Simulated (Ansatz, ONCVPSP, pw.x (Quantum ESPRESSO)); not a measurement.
# pw.x on fcc La: one setting changed

Potential: optimised norm-conserving Vanderbilt (ONCV), ONCVPSP 4.0.1.1 (patched build), PBE; core [Kr] 4d10, reference 5s2 5p6 5d1 6s2; waves: 5s+6s: rc 2.70 bohr, ncon 5, nbas 10, qcut 5.8 1/bohr, 2 projectors; 5p: rc 2.25 bohr, ncon 5, nbas 9, qcut 6.4 1/bohr, 3 projectors, debl 2.6 Ha; 5d: rc 2.50 bohr, ncon 4, nbas 9, qcut 4.3 1/bohr, 2 projectors, debl 3.3 Ha; f scattering state at 0.02 Ha: rc 2.95 bohr, ncon 3, nbas 6, qcut 4.1 1/bohr, 2 projectors, debl 0.7 Ha; local part: polynomial inside 1.95 bohr (lpopt 5, dvloc0 3 Ha); core correction: polynomial model core, fcfact 0.65. In the f channel the program set the typed energies aside and used -0.160, 0.540 Ha.

The reference run (k-mesh 11³, cutoffs 50/200 Ry, Fermi–Dirac 0.01 Ry, mixing_beta 0.4, conv_thr 1e-9, no spin) gives -0.18 GPa at 36.990 Å³/atom, where all-electron LAPW gives 0.14 GPa. This run, with its own iteration cap, changes diagonalization to cg.

```
&control
  calculation='scf', prefix='x', pseudo_dir='./', outdir='./tmp', tstress=.true., disk_io='none'
/
&system
  ibrav=0, nat=1, ntyp=1, ecutwfc=50, ecutrho=200, nbnd=13,
  occupations='smearing', smearing='fd', degauss=0.01
/
&electrons
  conv_thr=1e-09, mixing_beta=0.4, electron_maxstep=60, diagonalization='cg'
/
ATOMIC_SPECIES
La 1.0 La.UPF
CELL_PARAMETERS angstrom
  0.00000000 2.64454795 2.64454795
  2.64454795 0.00000000 2.64454795
  2.64454795 2.64454795 0.00000000
ATOMIC_POSITIONS crystal
La 0.0000 0.0000 0.0000
K_POINTS automatic
11 11 11 0 0 0
```

```bash
pw.x < La.scf.in > La.scf.out
```

**Question.** How does the run end?

**Answer.** It converges in 8 iterations; the free energy moves by +0.0 meV/atom and the pressure by +0.00 GPa. The result is that of the reference run.

```
Message from routine setup:
     using ibrav=0 with symmetry is DISCOURAGED, use correct ibrav instead
     lattice parameter (alat)  =       7.0675  a.u.
     unit-cell volume          =     249.6209 (a.u.)^3
     number of electrons       =        11.00
     number of Kohn-Sham states=           13
     kinetic-energy cutoff     =      50.0000  Ry
     charge density cutoff     =     200.0000  Ry
     scf convergence threshold =      1.0E-09
     Exchange-correlation= PBE
     number of k points=    56  Fermi-Dirac smearing, width (Ry)=  0.0100
     iteration #  1     ecut=    50.00 Ry     beta= 0.40
     c_bands:  1 eigenvalues not converged
     c_bands:  1 eigenvalues not converged
     c_bands:  3 eigenvalues not converged
     [... 25 repeated lines left out ...]
     total energy              =     -91.47014420 Ry
     estimated scf accuracy    <       0.00239304 Ry
     iteration #  2     ecut=    50.00 Ry     beta= 0.40
     [... 1 repeated lines left out ...]
     total energy              =     -91.47020699 Ry
     estimated scf accuracy    <       0.00048274 Ry
     iteration #  3     ecut=    50.00 Ry     beta= 0.40
     [... 2 repeated lines left out ...]
     total energy              =     -91.47031405 Ry
     estimated scf accuracy    <       0.00005282 Ry
     [... 2 iterations left out ...]
     iteration #  6     ecut=    50.00 Ry     beta= 0.40
     total energy              =     -91.47032431 Ry
     estimated scf accuracy    <          3.3E-09 Ry
     iteration #  7     ecut=    50.00 Ry     beta= 0.40
     total energy              =     -91.47032433 Ry
     estimated scf accuracy    <          1.4E-09 Ry
     iteration #  8     ecut=    50.00 Ry     beta= 0.40
     the Fermi energy is    11.1971 ev
!    total energy              =     -91.47032433 Ry
     estimated scf accuracy    <          1.0E-10 Ry
     smearing contrib. (-TS)   =      -0.00821783 Ry
     The total energy is F=E-TS. E is the sum of the following terms:
     one-electron contribution =      -5.04136051 Ry
     hartree contribution      =       7.29993330 Ry
     xc contribution           =     -38.21577764 Ry
     ewald contribution        =     -55.50490166 Ry
     convergence has been achieved in   8 iterations
          total   stress  (Ry/bohr**3)                   (kbar)     P=       -1.78
     Message from routine punch:
     Nothing written, as per user request (disk_io='none')
```

The run took about 20 s on one core of a shared host (Neoverse-V1, 32 threads, 247 GiB, load 27).
